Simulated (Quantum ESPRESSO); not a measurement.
**Equation of state of GaAs under r2SCAN**

The structure is cubic, space group F-43m (No. 216). Conventional cell: a = 5.654 Å, b = 5.654 Å, c = 5.654 Å, α = 90.00°, β = 90.00°, γ = 90.00°. Around As (site symmetry -43m) lie 4 Ga at 2.45 Å. Ga (site symmetry -43m) is surrounded by 4 As at 2.45 Å.

The cell was scaled at fixed shape and fractions and run with Quantum ESPRESSO, SG15 PBE 1.2, cutoff 1197 eV; r2SCAN, k mesh 6 × 6 × 6 on the cell of 2 atoms, fermi-dirac occupations of 0.05 eV, no spin polarisation, no spin-orbit coupling. The potentials were made for PBE. Energies are those that the program minimises, any entropy of the smearing included.

```tsv
V (Å³/atom)	energy over the lowest row (meV/atom)
21.2342	23.790
21.6860	10.743
22.1378	2.980
22.5896	0.000
23.0414	1.330
23.4932	?
23.9450	15.072
```

Fit the third-order Birch-Murnaghan form, give V0, B0 and B′, and predict the energy left open.

With y = (V0/V)^(2/3), E = E0 + (9 V0 B0/16) [(y - 1)³ B′ + (y - 1)² (6 - 4y)]. Least squares through the rows shown give V0 = 22.6703 Å³/atom, E0 = -0.056 meV, B0 = 74.66 GPa (1 eV/Å³ = 160.218 GPa) and B′ = 4.41, with a largest miss of 0.012 meV. At V = 23.4932 the form with these constants gives 6.470 meV; the run gave 6.513 meV an atom. Measured volume: 22.58 Å³/atom at 298 K (a printed reference work), so the fit lies +0.4 % from it. The runs are for a static lattice.
